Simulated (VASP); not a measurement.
# KF (P6_3/mmc) in VASP: further runs

One crystal, KF, is run at these levels: PBE, r2SCAN; tasks: single point.

All numbers are computed with VASP 6.6.1; they aren't measurements. Logs are shortened: lines on timing, memory, paths and dates and some standing lists are left out, and cuts for length are marked.

## Step 1: The cell of the first run

Symmetry: P6_3/mmc, No. 194, hexagonal system. Conventional cell: a = 4.665 Å, b = 4.665 Å, c = 5.483 Å, α = 90.00°, β = 90.00°, γ = 120.00°. K (site symmetry -6m2) is surrounded by 5 F at 2.69 to 2.74 Å. F (site symmetry -6m2) is surrounded by 5 K at 2.69 to 2.74 Å.

The cell was built by a generator and needn't be a form met in nature.

## Step 2: Single point, PBE (hydrostatic strain +4.0%)

INCAR

```
ALGO = Normal
EDIFF = 1E-7
ENCUT = 520
GGA = PE
ISIF = 2
ISMEAR = -1
LASPH = True
LCHARG = False
LREAL = False
LWAVE = False
NBANDS = 24
NELM = 100
PREC = Accurate
SIGMA = 0.02
```

KPOINTS

```
k-points
0
Gamma
  6 6 6
```

POSCAR

```
KF
1.0
    4.6645528313      0.0000000000      0.0000000000
   -2.3322764156      4.0396212492      0.0000000000
    0.0000000000      0.0000000000      5.4830899636
K F
2 2
Direct
    0.3333333333      0.6666666667      0.2500000000
    0.6666666667      0.3333333333      0.7500000000
    0.6666666667      0.3333333333      0.2500000000
    0.3333333333      0.6666666667      0.7500000000
```

Potentials or basis: VASP PAW PBE potentials, release 64 (K_sv, F).

Command:

```bash
$ cat potpaw_PBE.64/K_sv/POTCAR potpaw_PBE.64/F/POTCAR > POTCAR
$ mpirun -np 1 vasp_std > vasp.out
```

OUTCAR:

```text
EDIFF = 1E-7
   ENCUT = 520
   GGA = PE
   ISIF = 2
   ISMEAR = -1
   LASPH = True
   LREAL = False
   NELM = 100
   PREC = Accurate

 ion  position               nearest neighbor table
   1  0.333  0.667  0.250-   3 2.69   3 2.69   3 2.69   4 2.74   4 2.74
   2  0.667  0.333  0.750-   4 2.69   4 2.69   4 2.69   3 2.74   3 2.74
   3  0.667  0.333  0.250-   1 2.69   1 2.69   1 2.69   2 2.74   2 2.74
   4  0.333  0.667  0.750-   2 2.69   2 2.69   2 2.69   1 2.74   1 2.74

  LATTYP: Found a hexagonal cell.
 ALAT       =     4.6645528313
 C/A-ratio  =     1.1754803004

  Lattice vectors:

 A1 = (   4.6645528313,   0.0000000000,   0.0000000000)
 A2 = (  -2.3322764156,   4.0396212492,   0.0000000000)
 A3 = (   0.0000000000,   0.0000000000,   5.4830899636)

Analysis of symmetry for initial positions (statically):
=====================================================================
 Subroutine PRICEL returns:
 Original cell was already a primitive cell.

 Routine SETGRP: Setting up the symmetry group for a
 hexagonal supercell.

 Subroutine GETGRP returns: Found 24 space group operations
 (whereof 12 operations were pure point group operations)
 out of a pool of 24 trial point group operations.

The static configuration has the point symmetry D_3d.
 The point group associated with its full space group is D_6h.

Analysis of symmetry for dynamics (positions and initial velocities):
=====================================================================
 Subroutine PRICEL returns:
 Original cell was already a primitive cell.

 Routine SETGRP: Setting up the symmetry group for a
 hexagonal supercell.

 Subroutine GETGRP returns: Found 24 space group operations
 (whereof 12 operations were pure point group operations)
 out of a pool of 24 trial point group operations.

The dynamic configuration has the point symmetry D_3d.
 The point group associated with its full space group is D_6h.

 Subroutine INISYM returns: Found 24 space group operations
 (whereof 12 operations are pure point group operations),
 and found     1 'primitive' translations

----------------------------------------------------------------------------------------

                                     Primitive cell

  volume of cell :     103.3180

  direct lattice vectors                    reciprocal lattice vectors
     4.664552831  0.000000000  0.000000000     0.214382822  0.123773980  0.000000000
    -2.332276416  4.039621249  0.000000000     0.000000000  0.247547960  0.000000000
     0.000000000  0.000000000  5.483089964     0.000000000  0.000000000  0.182378915

  length of vectors
     4.664552831  4.664552831  5.483089964     0.247547960  0.247547960  0.182378915

  position of ions in fractional coordinates (direct lattice)
     0.333333333  0.666666667  0.250000000
     0.666666667  0.333333333  0.750000000
     0.666666667  0.333333333  0.250000000
     0.333333333  0.666666667  0.750000000

  ion indices of the primitive-cell ions
   primitive index   ion index
                 1           1
                 2           2
                 3           3
                 4           4

----------------------------------------------------------------------------------------

 KPOINTS: k-points

Automatic generation of k-mesh.
 Grid dimensions read from file:
 generate k-points for:    6    6    6

 Generating k-lattice:

  Cartesian coordinates                     Fractional coordinates (reciprocal lattice)
     0.035730470  0.020628997  0.000000000     0.166666667  0.000000000  0.000000000
     0.000000000  0.041257993  0.000000000     0.000000000  0.166666667  0.000000000
     0.000000000  0.000000000  0.030396486     0.000000000  0.000000000  0.166666667

  Length of vectors
     0.041257993  0.041257993  0.030396486

  Shift w.r.t. Gamma in fractional coordinates (k-lattice)
     0.000000000  0.000000000  0.000000000

 Subroutine IBZKPT returns following result:
 ===========================================

 Found     28 irreducible k-points:

 Following reciprocal coordinates:
            Coordinates               Weight
  0.000000  0.000000  0.000000      1.000000
  0.166667  0.000000  0.000000      6.000000
  0.333333  0.000000  0.000000      6.000000
  0.500000  0.000000  0.000000      3.000000
  0.166667  0.166667  0.000000      6.000000
  0.333333  0.166667  0.000000     12.000000
[... 16 lines left out ...]
  0.166667  0.000000  0.500000      6.000000
  0.333333  0.000000  0.500000      6.000000
 [... further k-points ...]
   k-points           NKPTS =     28   k-points in BZ     NKDIM =     28   number of bands    NBANDS=     24
   number of dos      NEDOS =    301   number of ions     NIONS =      4
   total plane-waves  NPLWV =  54432
   dimension x,y,z NGX =    36 NGY =   36 NGZ =   42
   dimension x,y,z NGXF=    72 NGYF=   72 NGZF=   84
   ions per type =               2   2
   NGX,Y,Z   is equivalent  to a cutoff of  12.83, 12.83, 12.73 a.u.
   NGXF,Y,Z  is equivalent  to a cutoff of  25.66, 25.66, 25.47 a.u.
 SYSTEM =  unknown system
   PREC   = accura    normal or accurate (medium, high low for compatibility)
   ISTART =      0    job   : 0-new  1-cont  2-samecut
   ICHARG =      2    charge: 1-file 2-atom 10-const
   ISPIN  =      1    spin polarized calculation?
   LNONCOLLINEAR =      F non collinear calculations
   LSORBIT =      F    spin-orbit coupling
   LASPH  =      T    aspherical Exc in radial PAW
   ENCUT  =  520.0 eV  38.22 Ry    6.18 a.u.   8.67  8.67 10.19*2*pi/ulx,y,z
   NELM   =    100;   NELMIN=  2; NELMDL= -5     # of ELM steps
   EDIFF  = 0.1E-06   stopping-criterion for ELM
   LREAL  =      F    real-space projection
   EDIFFG = 0.1E-05   stopping-criterion for IOM
   NSW    =      0    number of steps for IOM
   IBRION =     -1    ionic relax: 0-MD 1-quasi-New 2-CG
   NFREE  =      0    steps in history (QN), initial steepest desc. (CG)
   ISIF   =      2    stress and relaxation
   ISYM   =      2    0-nonsym 1-usesym 2-fastsym
   POTIM  = 0.5000    time-step for ionic-motion
   TEBEG  =    0.0;   TEEND  =   0.0 temperature during run
   PSTRESS=    0.0 pullay stress
   NELECT =      32.0000    total number of electrons
   NUPDOWN=      -1.0000    fix difference up-down
   EMIN   =  10.00;   EMAX   =-10.00  energy-range for DOS
   EFERMI =   0.00;   METHOD = LEGACY
   ISMEAR =    -1;   SIGMA  =   0.02  broadening in eV -4-tet -1-fermi 0-gaus
   EFERMI_NEDOS =   21; number of points for ismear=-14 and -15
   IALGO  =     38    algorithm
   IMIX   =      4    mixing-type and parameters
     AMIX     =   0.40;   BMIX     =  1.00
     AMIX_MAG =   1.60;   BMIX_MAG =  1.00
  volume/ion in A,a.u.               =      25.83       174.31
  Fermi-wavevector in a.u.,A,eV,Ry     =   1.107642  2.093140 16.692595  1.226871
  Thomas-Fermi vector in A             =   2.244159
   LORBIT       =      0    0 simple, 1 ext, 2 COOP (PROOUT), +10 PAW based schemes
   GGA     = PE    functional components
[... 5 lines left out ...]
 non-spin polarized calculation
  energy-cutoff  :      520.00
  volume of cell :      103.32
 maximum number of plane-waves:      2808
 NGX is ok and might be reduce to    36
   NGX = 17   NGY = 17   NGZ = 21

 number of electron      31.9999970 magnetization

 Free energy of the ion-electron system (eV)
  ---------------------------------------------------
  ext. energy  EPLUGINS =         0.00000000
  ---------------------------------------------------
  free energy    TOTEN  =       -16.43095602 eV

  energy without entropy =      -16.43095602  energy(sigma->0) =      -16.43095602

 E-fermi :  -3.0969     XC(G=0):  -6.9587

 val. band max:       -3.5559019824   @ k =   0.0000   0.0000   0.0000
 cond. band min:       1.4612420669   @ k =   0.0000   0.0000   0.0000
 fundamental gap:      5.0171440493
 Fermi energy:        -3.0969269342

 k-point     1 :       0.0000    0.0000    0.0000
  band No.  band energies     occupation
      1     -30.0974      2.00000
      2     -30.0310      2.00000
      3     -22.1547      2.00000
      4     -22.1515      2.00000
      5     -13.7675      2.00000
      6     -13.6305      2.00000
[... 16 lines left out ...]
     23       6.8966      0.00000
     24       7.8868      0.00000

 k-point     2 :       0.1667    0.0000    0.0000
  band No.  band energies     occupation
      1     -30.0916      2.00000
      2     -30.0331      2.00000
      3     -22.1627      2.00000
      4     -22.1597      2.00000
      5     -13.7449      2.00000
      6     -13.6447      2.00000
[... 16 lines left out ...]
     23       7.0034      0.00000
     24       7.9684      0.00000

 k-point     3 :       0.3333    0.0000    0.0000
  band No.  band energies     occupation
      1     -30.0777      2.00000
      2     -30.0394      2.00000
      3     -22.1775      2.00000
      4     -22.1755      2.00000
      5     -13.6875      2.00000
      6     -13.6706      2.00000
[... 16 lines left out ...]
     23       7.2842      0.00000
     24       7.3844      0.00000

 k-point     4 :       0.5000    0.0000    0.0000
  band No.  band energies     occupation
      1     -30.0677      2.00000
      2     -30.0456      2.00000
      3     -22.1849      2.00000
      4     -22.1834      2.00000
      5     -13.6828      2.00000
      6     -13.6423      2.00000
[... 16 lines left out ...]
     23       7.5148      0.00000
     24       7.6465      0.00000

 k-point     5 :       0.1667    0.1667    0.0000
  band No.  band energies     occupation
      1     -30.0816      2.00000
      2     -30.0374      2.00000
      3     -22.1738      2.00000
      4     -22.1716      2.00000
      5     -13.7042      2.00000
      6     -13.6756      2.00000
[... 451 lines left out ...]
 k-point    22 :       0.0000    0.0000    0.5000
  band No.  band energies     occupation
      1     -30.0628      2.00000
      2     -30.0628      2.00000
      3     -22.1712      2.00000
      4     -22.1712      2.00000
      5     -13.5661      2.00000
      6     -13.5661      2.00000
[... 16 lines left out ...]
     23       8.5718      0.00000
     24       8.5725      0.00000

 k-point    23 :       0.1667    0.0000    0.5000
  band No.  band energies     occupation
      1     -30.0608      2.00000
      2     -30.0608      2.00000
      3     -22.1788      2.00000
      4     -22.1788      2.00000
      5     -13.5760      2.00000
      6     -13.5760      2.00000
[... 16 lines left out ...]
     23       8.0439      0.00000
     24       8.0439      0.00000

 k-point    24 :       0.3333    0.0000    0.5000
  band No.  band energies     occupation
      1     -30.0570      2.00000
      2     -30.0570      2.00000
      3     -22.1941      2.00000
      4     -22.1941      2.00000
      5     -13.5870      2.00000
      6     -13.5870      2.00000
[... 16 lines left out ...]
     23       7.5591      0.00000
     24       7.5591      0.00000

 [... further k-points ...]
[... 5 lines left out ...]
  --------------------------------------------------------------------------------------
  -------------------------------------------------------------------------------------
  Total       -0.8787356     -0.8787356     -0.9312425     -0.0000000      0.0000000      0.0000000
  in kB      -13.6267649    -13.6267649    -14.4410018     -0.0000000      0.0000000      0.0000000
  external PRESSURE =     -13.8981772 kB  Pullay stress =       0.0000000 kB

 VOLUME and BASIS-vectors are now :
 -----------------------------------------------------------------------------
  energy-cutoff  :      520.00
  volume of cell :      103.32
      direct lattice vectors                 reciprocal lattice vectors
     4.664552831  0.000000000  0.000000000     0.214382822  0.123773980  0.000000000
    -2.332276416  4.039621249  0.000000000     0.000000000  0.247547960  0.000000000
     0.000000000  0.000000000  5.483089964     0.000000000  0.000000000  0.182378915

 POSITION                                       TOTAL-FORCE (eV/Angst)
 -----------------------------------------------------------------------------------
     -0.00000      2.69308      1.37077         0.000000      0.000000      0.000000
      2.33228      1.34654      4.11232        -0.000000     -0.000000      0.000000
      2.33228      1.34654      1.37077        -0.000000      0.000000      0.000000
     -0.00000      2.69308      4.11232         0.000000     -0.000000      0.000000
 -----------------------------------------------------------------------------------
    total drift:                               -0.000000      0.000000     -0.000000

  FREE ENERGIE OF THE ION-ELECTRON SYSTEM (eV)
  ---------------------------------------------------
  free  energy   TOTEN  =       -16.4309560175 eV

  energy  without entropy=      -16.4309560175  energy(sigma->0) =      -16.43095602
```

Wall time 68 s (1 thread of Intel Xeon Platinum 8488C (Sapphire Rapids), shared host); peak memory 0.24 GiB.

What came out:

```
Free energy            : -16.4310 eV
Pressure               : -1.4 GPa
Band gap on the k mesh : 5.02 eV, direct
```

A k mesh can miss the band edges.

## Step 3: Single point, r2SCAN (hydrostatic strain +4.0%)

POSCAR is that of step 2.

INCAR.step1

```
SYSTEM = KF
PREC = Accurate
ENCUT = 520
ISMEAR = 0
SIGMA = 0.01
LREAL = .FALSE.
LASPH = .TRUE.
NELM = 100
NBANDS = 24
GGA = PE
ALGO = Normal
EDIFF = 1E-4
LWAVE = .TRUE.
LCHARG = .FALSE.
```

INCAR.step2

```
SYSTEM = KF
PREC = Accurate
ENCUT = 520
EDIFF = 1E-7
ISMEAR = 0
SIGMA = 0.01
LREAL = .FALSE.
LASPH = .TRUE.
NELM = 100
ALGO = Normal
ISIF = 2
LWAVE = .FALSE.
LCHARG = .FALSE.
METAGGA = R2SCAN
LMIXTAU = .TRUE.
NBANDS = 24
ISTART = 1
```

KPOINTS

```
regular mesh
0
G
  6 6 6
  0 0 0
```

Potentials or basis: VASP PAW PBE potentials, release 64 (K_sv, F).

Command:

```bash
$ cat potpaw_PBE.64/K_sv/POTCAR potpaw_PBE.64/F/POTCAR > POTCAR
$ cp INCAR.step1 INCAR
$ mpirun -np 1 vasp_std > vasp.out
$ cp INCAR.step2 INCAR
$ mpirun -np 1 vasp_std > vasp.out
```

Wall time 3.6 min (1 thread of Intel Xeon Platinum 8488C (Sapphire Rapids), shared host); peak memory 0.25 GiB.

Results (log left out):

```yaml
Free_energy: -29.6138 eV
Pressure: -2.5 GPa
Band_gap_on_the_k_mesh: 5.64 eV, direct
```

Stress tensor (GPa, compression positive):
```
-2.33  0.00  0.00
 0.00 -2.33  0.00
 0.00  0.00 -2.76
```

Levels at points of the mesh, in eV from the valence-band top:
```csv
k point,band 14,band 15,band 16,band 17,band 18,band 19
"(0.00, 0.00, 0.00)",-0.22,-0.19,0.00,5.64,10.20,10.95
"(0.50, 0.00, 0.00)",-0.14,-0.09,-0.09,7.50,9.20,9.22
"(0.00, 0.00, 0.50)",-0.26,-0.26,-0.26,7.17,7.17,11.26
"(0.50, 0.00, 0.50)",-0.22,-0.15,-0.15,8.22,8.22,10.69
```

Caveat: the PAW data sets were made with another functional, which shifts forces and pressure a little.
